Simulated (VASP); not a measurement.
# B (R-3m) in VASP: settings compared

One crystal, B, is run at these levels: PBE+D3(BJ), PBE; tasks: relaxation of cell and atoms.

Program: VASP 6.6.1. These are calculated values, not measurements. Logs are shortened: lines on timing, memory, paths and dates and some standing lists are left out, and cuts for length are marked.

## (1) The structure

The structure is trigonal, space group R-3m (No. 166). Conventional cell: a = 4.918 Å, b = 4.918 Å, c = 12.581 Å, α = 90.00°, β = 90.00°, γ = 120.00°. B (site symmetry m) is surrounded by 6 B at 1.67 to 1.81 Å. Around B (site symmetry m) lie 7 B at 1.79 to 2.01 Å.

## (2) Relaxation of cell and atoms, PBE+D3(BJ)

File INCAR:

```
SYSTEM = B
ALGO = Normal
EDIFF = 1E-6
EDIFFG = -0.01
ENCUT = 600
GGA = PE
IBRION = 2
ISIF = 3
ISMEAR = 0
IVDW = 12
KPAR = 4
LASPH = .TRUE.
LCHARG = .FALSE.
LREAL = .FALSE.
LWAVE = .FALSE.
NELM = 80
NSW = 90
PREC = Accurate
SIGMA = 0.03
```

File KPOINTS:

```
k-points
0
G
  9 9 8
  0 0 0
```

File POSCAR:

```
B
1.0
    2.4589500000      1.4196754444      4.1935000000
   -2.4589500000      1.4196754444      4.1935000000
    0.0000000000     -2.8393508888      4.1935000000
B
12
Direct
    0.0101900000      0.6536100000      0.0101900000
    0.0101900000      0.0101900000      0.6536100000
    0.6536100000      0.0101900000      0.0101900000
    0.9898100000      0.3463900000      0.9898100000
    0.3463900000      0.9898100000      0.9898100000
    0.9898100000      0.9898100000      0.3463900000
    0.2211800000      0.6306000000      0.2211800000
    0.2211800000      0.2211800000      0.6306000000
    0.6306000000      0.2211800000      0.2211800000
    0.7788200000      0.3694000000      0.7788200000
    0.3694000000      0.7788200000      0.7788200000
    0.7788200000      0.7788200000      0.3694000000
```

Potentials or basis: VASP PAW PBE potentials, release 64 (B).

Started as:

```
cat potpaw_PBE.64/B/POTCAR > POTCAR
mpirun -np 4 vasp_std > vasp.out
```

OUTCAR:

```text
SYSTEM = B
   EDIFF = 1E-6
   EDIFFG = -0.01
   ENCUT = 600
   GGA = PE
   IBRION = 2
   ISIF = 3
   ISMEAR = 0
   IVDW = 12
   LASPH = .TRUE.
   LREAL = .FALSE.
   NELM = 80
   NSW = 90
   PREC = Accurate
 IVDW          = 12

 ion  position               nearest neighbor table
   1  0.010  0.654  0.010-   4 1.67   2 1.75   3 1.75   7 1.80  11 1.81  12 1.81
   2  0.010  0.010  0.654-   6 1.67   3 1.75   1 1.75   8 1.80  10 1.81  11 1.81
   3  0.654  0.010  0.010-   5 1.67   2 1.75   1 1.75   9 1.80  10 1.81  12 1.81
   4  0.990  0.346  0.990-   1 1.67   6 1.75   5 1.75  10 1.80   9 1.81   8 1.81
   5  0.346  0.990  0.990-   3 1.67   6 1.75   4 1.75  11 1.80   7 1.81   8 1.81
   6  0.990  0.990  0.346-   2 1.67   4 1.75   5 1.75  12 1.80   9 1.81   7 1.81
   7  0.221  0.631  0.221-  11 1.79  12 1.79   1 1.80   5 1.81   6 1.81   8 2.01   9 2.01
   8  0.221  0.221  0.631-  10 1.79  11 1.79   2 1.80   4 1.81   5 1.81   7 2.01   9 2.01
   9  0.631  0.221  0.221-  10 1.79  12 1.79   3 1.80   4 1.81   6 1.81   8 2.01   7 2.01
  10  0.779  0.369  0.779-   9 1.79   8 1.79   4 1.80   3 1.81   2 1.81  12 2.01  11 2.01
  11  0.369  0.779  0.779-   7 1.79   8 1.79   5 1.80   1 1.81   2 1.81  12 2.01  10 2.01
  12  0.779  0.779  0.369-   7 1.79   9 1.79   6 1.80   3 1.81   1 1.81  10 2.01  11 2.01

  LATTYP: Found a trigonal (rhomboedric) cell.
 ALAT       =     5.0643218421
 COS(alpha) =     0.5284944640

  Lattice vectors:

 A1 = (   2.4589500000,   1.4196754444,   4.1935000000)
 A2 = (  -2.4589500000,   1.4196754444,   4.1935000000)
 A3 = (   0.0000000000,  -2.8393508888,   4.1935000000)

Analysis of symmetry for initial positions (statically):
=====================================================================
 Subroutine PRICEL returns:
 Original cell was already a primitive cell.

 Routine SETGRP: Setting up the symmetry group for a
 trigonal (rhombohedral) supercell.

 Subroutine GETGRP returns: Found 12 space group operations
 (whereof 12 operations were pure point group operations)
 out of a pool of 12 trial point group operations.

The static configuration has the point symmetry D_3d.

Analysis of symmetry for dynamics (positions and initial velocities):
=====================================================================
 Subroutine PRICEL returns:
 Original cell was already a primitive cell.

 Routine SETGRP: Setting up the symmetry group for a
 trigonal (rhombohedral) supercell.

 Subroutine GETGRP returns: Found 12 space group operations
 (whereof 12 operations were pure point group operations)
 out of a pool of 12 trial point group operations.

The dynamic configuration has the point symmetry D_3d.

 Subroutine INISYM returns: Found 12 space group operations
 (whereof 12 operations are pure point group operations),
 and found     1 'primitive' translations

----------------------------------------------------------------------------------------

                                     Primitive cell

  volume of cell :      87.8348

  direct lattice vectors                    reciprocal lattice vectors
     2.458950000  1.419675444  4.193500000     0.203338823  0.117397724  0.079488097
    -2.458950000  1.419675444  4.193500000    -0.203338823  0.117397724  0.079488097
     0.000000000 -2.839350889  4.193500000     0.000000000 -0.234795449  0.079488097

  length of vectors
     5.064321842  5.064321842  5.064321842     0.247885579  0.247885579  0.247885579

  position of ions in fractional coordinates (direct lattice)
     0.010190000  0.653610000  0.010190000
     0.010190000  0.010190000  0.653610000
     0.653610000  0.010190000  0.010190000
     0.989810000  0.346390000  0.989810000
     0.346390000  0.989810000  0.989810000
     0.989810000  0.989810000  0.346390000
     0.221180000  0.630600000  0.221180000
     0.221180000  0.221180000  0.630600000
     0.630600000  0.221180000  0.221180000
     0.778820000  0.369400000  0.778820000
     0.369400000  0.778820000  0.778820000
     0.778820000  0.778820000  0.369400000

  ion indices of the primitive-cell ions
   primitive index   ion index
                 1           1
                 2           2
                 3           3
                 4           4
                 5           5
                 6           6
                 7           7
                 8           8
                 9           9
                10          10
                11          11
                12          12

----------------------------------------------------------------------------------------

 KPOINTS: k-points

Automatic generation of k-mesh.
 Grid dimensions read from file:
 generate k-points for:    9    9    8

 Generating k-lattice:

  Cartesian coordinates                     Fractional coordinates (reciprocal lattice)
     0.022593203  0.013044192  0.008832011     0.111111111  0.000000000 -0.000000000
    -0.022593203  0.013044192  0.008832011     0.000000000  0.111111111 -0.000000000
[... 28 lines left out ...]
      ... skipping the blow-up phase ...

 Subroutine IBZKPT returns following result:
 ===========================================

 Found    185 irreducible k-points:

 Following reciprocal coordinates:
            Coordinates               Weight
  0.000000  0.000000  0.000000      1.000000
  0.111111  0.000000  0.000000      4.000000
  0.222222  0.000000  0.000000      4.000000
  0.333333  0.000000 -0.000000      4.000000
  0.444444  0.000000  0.000000      4.000000
  0.111111  0.111111  0.000000      2.000000
[... 16 lines left out ...]
 -0.333333  0.333333  0.000000      2.000000
  0.444444  0.444444  0.000000      2.000000
 [... further k-points ...]
   k-points           NKPTS =    185   k-points in BZ     NKDIM =    185   number of bands    NBANDS=     25
   number of dos      NEDOS =    301   number of ions     NIONS =     12
   total plane-waves  NPLWV =  64000
   dimension x,y,z NGX =    40 NGY =   40 NGZ =   40
   dimension x,y,z NGXF=    80 NGYF=   80 NGZF=   80
   ions per type =              12
   NGX,Y,Z   is equivalent  to a cutoff of  13.13, 13.13, 13.13 a.u.
   NGXF,Y,Z  is equivalent  to a cutoff of  26.26, 26.26, 26.26 a.u.
 SYSTEM =  B
   PREC   = accura    normal or accurate (medium, high low for compatibility)
   ISTART =      0    job   : 0-new  1-cont  2-samecut
   ICHARG =      2    charge: 1-file 2-atom 10-const
   ISPIN  =      1    spin polarized calculation?
   LNONCOLLINEAR =      F non collinear calculations
   LSORBIT =      F    spin-orbit coupling
   LASPH  =      T    aspherical Exc in radial PAW
   ENCUT  =  600.0 eV  44.10 Ry    6.64 a.u.  10.11 10.11 10.11*2*pi/ulx,y,z
   NELM   =     80;   NELMIN=  2; NELMDL= -5     # of ELM steps
   EDIFF  = 0.1E-05   stopping-criterion for ELM
   LREAL  =      F    real-space projection
   EDIFFG = -.1E-01   stopping-criterion for IOM
   NSW    =     90    number of steps for IOM
   IBRION =      2    ionic relax: 0-MD 1-quasi-New 2-CG
   NFREE  =      1    steps in history (QN), initial steepest desc. (CG)
   ISIF   =      3    stress and relaxation
   ISYM   =      2    0-nonsym 1-usesym 2-fastsym
   POTIM  = 0.5000    time-step for ionic-motion
   TEBEG  =    0.0;   TEEND  =   0.0 temperature during run
   PSTRESS=    0.0 pullay stress
   NELECT =      36.0000    total number of electrons
   NUPDOWN=      -1.0000    fix difference up-down
   EMIN   =  10.00;   EMAX   =-10.00  energy-range for DOS
   EFERMI =   0.00;   METHOD = LEGACY
   ISMEAR =     0;   SIGMA  =   0.03  broadening in eV -4-tet -1-fermi 0-gaus
   EFERMI_NEDOS =   21; number of points for ismear=-14 and -15
   IALGO  =     38    algorithm
   IMIX   =      4    mixing-type and parameters
     AMIX     =   0.40;   BMIX     =  1.00
     AMIX_MAG =   1.60;   BMIX_MAG =  1.00
  volume/ion in A,a.u.               =       7.32        49.39
  Fermi-wavevector in a.u.,A,eV,Ry     =   1.216056  2.298012 20.120177  1.478791
  Thomas-Fermi vector in A             =   2.351422
   LORBIT       =      0    0 simple, 1 ext, 2 COOP (PROOUT), +10 PAW based schemes
   GGA     = PE    functional components
   LHFCALC =     F    Hartree Fock is set to
   AEXX    =    0.0000 exact exchange contribution
   IVDW    =    12    specifies the selected vdW correction
   LEPSILON=     F    determine dielectric tensor
   LRPA    =     F    only Hartree local field effects (RPA)
 conjugate gradient relaxation of ions
 non-spin polarized calculation
 Gauss-broadening in eV      SIGMA  =   0.03
  energy-cutoff  :      600.00
  volume of cell :       87.83
 maximum number of plane-waves:      2952
   NGX = 21   NGY = 21   NGZ = 21

--------------------------------------- Ionic step        1  -------------------------------------------

 number of electron      36.0000000 magnetization

 Free energy of the ion-electron system (eV)
  ---------------------------------------------------
  ext. energy  EPLUGINS =         0.00000000
  ---------------------------------------------------
  free energy    TOTEN  =       -80.46101774 eV

  energy without entropy =      -80.46101774  energy(sigma->0) =      -80.46101774

------------------------ aborting loop because EDIFF is reached ----------------------------------------

 Edisp (eV)   -2.43553

 E8    (eV) :    -0.8068
[... 341 lines left out ...]
--------------------------------------- Ionic step        8  -------------------------------------------

 number of electron      36.0000000 magnetization

 Free energy of the ion-electron system (eV)
  ---------------------------------------------------
  ext. energy  EPLUGINS =         0.00000000
  ---------------------------------------------------
  free energy    TOTEN  =       -80.44172130 eV

  energy without entropy =      -80.44172130  energy(sigma->0) =      -80.44172130

 E-fermi :   6.2281     XC(G=0): -11.6523

 val. band max:        6.0615706399   @ k =   0.4444   0.4444   0.5000
 cond. band min:       7.5638063364   @ k =   0.0000   0.0000   0.0000
 fundamental gap:      1.5022356965
 Fermi energy:         6.2281459913

 k-point     1 :       0.0000    0.0000    0.0000
  band No.  band energies     occupation
      1     -10.2305      2.00000
      2      -4.3934      2.00000
      3      -4.1278      2.00000
      4      -4.1278      2.00000
      5      -3.1752      2.00000
      6      -2.4800      2.00000
[... 661 lines left out ...]
     24      11.7721      0.00000
     25      12.1109      0.00000

 [... further k-points ...]

------------------------ aborting loop because EDIFF is reached ----------------------------------------

 Edisp (eV)   -2.51799

 E8    (eV) :    -0.8340
[... 35 lines left out ...]
  FREE ENERGIE OF THE ION-ELECTRON SYSTEM (eV)
  ---------------------------------------------------
  free  energy   TOTEN  =       -82.9597097218 eV

  energy  without entropy=      -82.9597097218  energy(sigma->0) =      -82.95970972

 reached required accuracy - stopping structural energy minimisation
```

It took 7.7 min on 4 MPI ranks of Intel Xeon Platinum 8488C (Sapphire Rapids), shared host; peak memory 0.49 GiB.

What came out:

| Item | Value |
| --- | --- |
| Free energy | -82.9597 eV |
| Relaxed volume | 7.08 Å³/atom |
| Relaxed cell | a = 5.013 Å, b = 5.013 Å, c = 5.013 Å, α = 58.00°, β = 58.00°, γ = 58.00° |
| Space group after relaxing (to 0.05 Å) | R-3m (No. 166) |
| Energy gained by relaxing | 5.3 meV/atom |
| Ionic steps | 8 |
| Pressure after relaxing | 0.0 GPa |
| Band gap on the k mesh | 1.50 eV, indirect (least direct gap 1.72 eV) |
| Dispersion energy per atom | -0.210 eV |

Step by step:
| step | energy change (eV) | largest force (eV/Å) | pressure (GPa) | volume (Å³) |
| --- | --- | --- | --- | --- |
| 1 | 0.0000 | 0.1508 | -7.06 | 87.83 |
| 2 | -0.0247 | 0.4385 | 4.82 | 83.80 |
| 3 | -0.0556 | 0.2065 | -0.48 | 85.49 |
| 4 | -0.0607 | 0.1880 | 0.36 | 84.86 |
| 5 | -0.0621 | 0.0845 | 0.09 | 85.06 |
| 6 | -0.0628 | 0.0606 | -0.03 | 84.99 |
| 7 | -0.0631 | 0.0233 | 0.01 | 85.02 |
| 8 | -0.0632 | 0.0019 | 0.00 | 85.02 |

Final structure:
```xyz
12
Lattice="2.4306 1.4033 4.1542 -2.4306 1.4033 4.1542 0.0000 -2.8066 4.1542" Properties=species:S:1:pos:R:3 pbc="T T T"
B    -1.5626    0.9021    2.8031
B     0.0000   -1.8043    2.8031
B     1.5626    0.9021    2.8031
B     1.5626   -0.9021    9.6595
B    -1.5626   -0.9021    9.6595
B     0.0000    1.8043    9.6595
B    -0.9901    0.5717    4.4586
B     0.0000   -1.1433    4.4586
B     0.9901    0.5717    4.4586
B     0.9901   -0.5717    8.0040
B    -0.9901   -0.5717    8.0040
B     0.0000    1.1433    8.0040
```

Caveat: an odd mesh through Γ misses points on the zone boundary, where band edges often lie.

## (3) Relaxation of cell and atoms, PBE+D3(BJ)

This run uses another cell than the first one, of 7.08 Å³/atom, 0.968 times its volume.

INCAR, as its differences from that of step 2:

```diff
@@ -2,4 +2,4 @@
 ALGO = Normal
-EDIFF = 1E-6
-EDIFFG = -0.01
+EDIFF = 1E-7
+EDIFFG = -0.005
 ENCUT = 600
```

KPOINTS is that of step 2.

File POSCAR:

```
B                                       
1.0
    2.4305902806      1.4033019528      4.1541910049
   -2.4305902806      1.4033019528      4.1541910049
    0.0000000000     -2.8066039056      4.1541910049
  B             
    12
Direct
     0.0106305144477313    0.6535040327100458    0.0106305144477311
     0.0106305144477311    0.0106305144477311    0.6535040327100460
     0.6535040327100458    0.0106305144477313    0.0106305144477311
     0.9893694855522687    0.3464959672899541    0.9893694855522689
     0.3464959672899541    0.9893694855522687    0.9893694855522689
     0.9893694855522689    0.9893694855522689    0.3464959672899540
     0.2219678657742754    0.6293339848496281    0.2219678657742752
     0.2219678657742752    0.2219678657742752    0.6293339848496283
     0.6293339848496281    0.2219678657742754    0.2219678657742752
     0.7780321342257247    0.3706660151503719    0.7780321342257248
     0.3706660151503719    0.7780321342257247    0.7780321342257248
     0.7780321342257248    0.7780321342257248    0.3706660151503718
```

Potentials or basis: VASP PAW PBE potentials, release 64 (B).

Started as:

```
cat potpaw_PBE.64/B/POTCAR > POTCAR
mpirun -np 4 vasp_std > vasp.out
```

It took 2.2 min on 4 MPI ranks of Intel Xeon Platinum 8488C (Sapphire Rapids), shared host; peak memory 0.46 GiB.

It converged, with:

| Item | Value |
| --- | --- |
| Free energy | -82.9572 eV |
| Pressure after relaxing | 0.0 GPa |
| Band gap on the k mesh | 1.50 eV, indirect (least direct gap 1.72 eV) |
| Dispersion energy per atom | -0.210 eV |

Forces on the atoms (eV/Å):
```
B   -0.001  0.001 -0.001
B    0.000 -0.002 -0.001
B    0.001  0.001 -0.001
B    0.001 -0.001  0.001
B   -0.001 -0.001  0.001
B    0.000  0.002  0.001
B    0.000  0.000 -0.002
B    0.000  0.000 -0.002
B    0.000  0.000 -0.002
B    0.000  0.000  0.002
B    0.000  0.000  0.002
B    0.000  0.000  0.002
```

Final structure:
```
B
1.0
     2.43059    1.40330    4.15419
    -2.43059    1.40330    4.15419
     0.00000   -2.80660    4.15419
B
12
Direct
  0.01063 0.65350 0.01063
  0.01063 0.01063 0.65350
  0.65350 0.01063 0.01063
  0.98937 0.34650 0.98937
  0.34650 0.98937 0.98937
  0.98937 0.98937 0.34650
  0.22197 0.62933 0.22197
  0.22197 0.22197 0.62933
  0.62933 0.22197 0.22197
  0.77803 0.37067 0.77803
  0.37067 0.77803 0.77803
  0.77803 0.77803 0.37067
```

Levels at points of the mesh, in eV from the valence-band top:
| k point | band 15 | band 16 | band 17 | band 18 | band 19 | band 20 | band 21 | band 22 |
| --- | --- | --- | --- | --- | --- | --- | --- | --- |
| (0.00, 0.00, 0.00) | -1.39 | -0.78 | -0.78 | -0.23 | 1.50 | 4.70 | 4.70 | 4.84 |
| (0.00, 0.00, 0.50) | -2.72 | -1.87 | -1.65 | -0.52 | 2.01 | 3.32 | 3.70 | 5.04 |

Caveat: the relaxation stopped at its first step, so nothing moved; an odd mesh through Γ misses points on the zone boundary, where band edges often lie.

## (4) Relaxation of cell and atoms, PBE

File INCAR:

```
PREC = Accurate ; ENCUT = 600
EDIFF = 1E-6 ; ISMEAR = 0
SIGMA = 0.03 ; LREAL = False
LASPH = True ; NELM = 80
ALGO = Normal ; ISIF = 3
LWAVE = False ; LCHARG = False
GGA = PE ; IBRION = 2
NSW = 90 ; EDIFFG = -0.01
KPAR = 4
```

File KPOINTS:

```
regular mesh
0
Gamma
  9 9 8
```

File POSCAR:

```
B
1.0
    2.4589500000      1.4196754444      4.1935000000
   -2.4589500000      1.4196754444      4.1935000000
    0.0000000000     -2.8393508888      4.1935000000
B
12
Direct
    0.0101900000      0.6536100000      0.0101900000
    0.0101900000      0.0101900000      0.6536100000
    0.6536100000      0.0101900000      0.0101900000
    0.9898100000      0.3463900000      0.9898100000
    0.3463900000      0.9898100000      0.9898100000
    0.9898100000      0.9898100000      0.3463900000
    0.2211800000      0.6306000000      0.2211800000
    0.2211800000      0.2211800000      0.6306000000
    0.6306000000      0.2211800000      0.2211800000
    0.7788200000      0.3694000000      0.7788200000
    0.3694000000      0.7788200000      0.7788200000
    0.7788200000      0.7788200000      0.3694000000
```

Started as:

```
cat potpaw_PBE.64/B/POTCAR > POTCAR
mpirun -np 4 vasp_std > vasp.out
```

Run time: 5.8 min. Hardware: 4 MPI ranks of Intel Xeon Platinum 8488C (Sapphire Rapids), shared host; peak memory 0.46 GiB.

The run converged. Its results:

```yaml
Free_energy: -80.4699 eV
Relaxed_volume: 7.24 Å³/atom
Relaxed_cell: a = 5.048 Å, b = 5.048 Å, c = 5.048 Å, α = 58.05°, β = 58.05°, γ = 58.05°
Space_group_after_relaxing_to_0.05_Å: R-3m (No. 166)
Energy_gained_by_relaxing: 0.7 meV/atom
Ionic_steps: 6
Pressure_after_relaxing: 0.0 GPa
Largest_force_after_relaxing: 0.006 eV/Å
Band_gap_on_the_k_mesh: 1.56 eV, indirect (least direct gap 1.83 eV)
```

Forces in eV/Å, atoms in the order of the input:
```
B    0.005 -0.003  0.002
B    0.000  0.006  0.002
B   -0.005 -0.003  0.002
B   -0.005  0.003 -0.002
B    0.005  0.003 -0.002
B    0.000 -0.006 -0.002
B   -0.005  0.003 -0.001
B    0.000 -0.006 -0.001
B    0.005  0.003 -0.001
B    0.005 -0.003  0.001
B   -0.005 -0.003  0.001
B    0.000  0.006  0.001
```

Stress tensor (GPa, compression positive):
```
-0.02  0.00  0.00
 0.00 -0.02  0.00
 0.00  0.00  0.07
```

The path:
```csv
step,energy change (eV),largest force (eV/Å),pressure (GPa),volume (Å³)
1,0.0000,0.1600,-2.54,87.83
2,0.0022,0.3138,2.08,86.37
3,-0.0081,0.0612,-0.41,87.14
4,-0.0086,0.0517,0.21,86.85
5,-0.0088,0.0274,0.02,86.94
6,-0.0089,0.0062,0.01,86.90
```

Final structure:
```xyz
12
Lattice="2.4494 1.4141 4.1815 -2.4494 1.4141 4.1815 0.0000 -2.8283 4.1815" Properties=species:S:1:pos:R:3 pbc="T T T"
B    -1.5769    0.9104    2.8207
B     0.0000   -1.8208    2.8207
B     1.5769    0.9104    2.8207
B     1.5769   -0.9104    9.7239
B    -1.5769   -0.9104    9.7239
B     0.0000    1.8208    9.7239
B    -1.0027    0.5789    4.4856
B     0.0000   -1.1578    4.4856
B     1.0027    0.5789    4.4856
B     1.0027   -0.5789    8.0590
B    -1.0027   -0.5789    8.0590
B     0.0000    1.1578    8.0590
```

Levels at points of the mesh, in eV from the valence-band top:
```tsv
k point	band 14	band 15	band 16	band 17	band 18	band 19	band 20	band 21	band 22	band 23
(0.00, 0.00, 0.00)	-4.31	-1.26	-0.72	-0.72	-0.23	1.62	4.66	4.66	4.85	4.85
(0.00, 0.00, 0.50)	-3.00	-2.56	-1.81	-1.57	-0.47	2.07	3.33	3.77	5.00	5.10
```

Caveat: an odd mesh through Γ misses points on the zone boundary, where band edges often lie.
